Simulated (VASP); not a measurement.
A run of VASP 6.6.1:

The input INCAR:

```
ALGO = Normal ; EDIFF = 1E-6
EDIFFG = -0.01 ; ENCUT = 600
GGA = PE ; IBRION = 2
ISIF = 3 ; ISMEAR = 0
LASPH = T ; LCHARG = F
LREAL = F ; LWAVE = F
NELM = 80 ; NSW = 90
PREC = Accurate ; SIGMA = 0.03
```

Contents of KPOINTS:

```
k-points
0
Gamma
  8 8 8
```

File POSCAR:

```
CdTe
1.0
    0.0000000000      3.2050000000      3.2050000000
    3.2050000000      0.0000000000      3.2050000000
    3.2050000000      3.2050000000      0.0000000000
Cd Te
1 1
Direct
    0.0000000000      0.0000000000      0.0000000000
    0.2500000000      0.2500000000      0.2500000000
```

Potentials or basis: VASP PAW PBE potentials, release 64 (Cd, Te).

The run is started by

```console
$ cat potpaw_PBE.64/Cd/POTCAR potpaw_PBE.64/Te/POTCAR > POTCAR
$ mpirun -np 1 vasp_std > vasp.out
```

Hardware: 1 thread of Intel(R) Xeon(R) 6975P-C (Granite Rapids), with other jobs on the host.

Task: How long does it take, and how much memory?

Result: Wall time 26 s on 1 thread of Intel(R) Xeon(R) 6975P-C (Granite Rapids) (shared host), peak memory 0.23 GiB. Counts: scf iterations 32, k points 29, ion steps 3.
